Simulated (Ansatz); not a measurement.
**Ru (Fm-3m), two-dimensional strain map**

These are results of DFT LDA, scalar-relativistic, plane waves, PAW (Ansatz 0.2.0), not measurements. Settings: plane waves to 420 eV, k-mesh 22×22×22 (Γ-centred), Gaussian smearing 0.15 eV. No spin polarisation. Energies are free energies at this smearing, counted from the undisturbed cell; pressure is positive in compression.

The undisturbed cell (as given, not relaxed at this level; it stands at -20.4 GPa; this fcc form isn't the usual structure):

```
CELL_PARAMETERS angstrom
0.00000 1.91500 1.91500
1.91500 0.00000 1.91500
1.91500 1.91500 0.00000
ATOMIC_POSITIONS crystal
Ru 0.00000 0.00000 0.00000
```

The cell is strained by p along both x and y and by q along z, fractional coordinates fixed. Points are written (p, q). At -20 GPa the given cell is far from its own equilibrium, so these figures belong to a strongly strained crystal.

Energy above the undisturbed cell in meV/atom (a dash: not computed):

```csv
p \ q,-0.030,0.000,0.030
-0.030,-51.9,-53.7,?
0.000,-36.0,0.0,69.2
0.030,85.5,?,–
```

(1) Fill in the withheld energies.

Results:

(1) (-0.030, 0.030): -16.4; (0.030, 0.000): 151.6.